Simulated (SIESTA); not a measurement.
Crystal: ZrN.

```
Zr N
1.0
     0.00000    2.30000    2.30000
     2.30000    0.00000    2.30000
     2.30000    2.30000    0.00000
Zr N
1 1
Cartesian
  2.3000 2.3000 2.3000
  0.0000 0.0000 0.0000
```

```yaml
Program: SIESTA 5.4.2
Task: relaxation of cell and atoms
Functional: xPBE
Potentials_or_basis: PseudoDojo 0.5 standard (PBE files)
Basis: DZP (energy shift 0.002 Ry)
Grid_cutoff: 800 Ry
Energy_shift: 0.002 Ry
k_mesh: 8 × 8 × 8
Occupations: fermi-dirac, width 0.05 eV
Spin: no spin polarisation
Hubbard_terms: Zr d U = 6.2 eV
```

At the start: pressure 24.0 GPa; volume 12.17 Å³/atom.

Problem. How do energy, volume and symmetry change on relaxing?

Solution. Over 5 steps the energy falls by 102.9 meV/atom and the volume is 13.69 Å³/atom (+12.5 %); space group Fm-3m (No. 225, to 0.05 Å).

Step by step:
| step | energy change (eV) | largest force (eV/Å) | pressure (GPa) | volume (Å³) |
| --- | --- | --- | --- | --- |
| 1 | 0.0000 | 0.0000 | 24.04 | 24.33 |
| 2 | -0.0313 | 0.0000 | 21.74 | 24.55 |
| 3 | -0.2020 | 0.0000 | 2.78 | 26.94 |
| 4 | -0.2057 | 0.0000 | -0.07 | 27.39 |
| 5 | -0.2057 | 0.0000 | 0.04 | 27.38 |

Final structure:
```
Zr N
1.0
     0.00000    2.39221    2.39221
     2.39221    0.00000    2.39221
     2.39221    2.39221    0.00000
Zr N
1 1
Direct
  0.50000 0.50000 0.50000
  0.00000 0.00000 0.00000
```

Caveat: semicore shells carry a single zeta, which can move pressures by several GPa and volumes by a few percent; the potentials were made for another functional, which shifts forces and pressure; the volume moved by +13 % from the deposited cell, more than functionals usually miss; the basis of atomic orbitals isn't converged, which shifts pressures, moduli and gaps; U without spin polarisation on a metal has little footing.
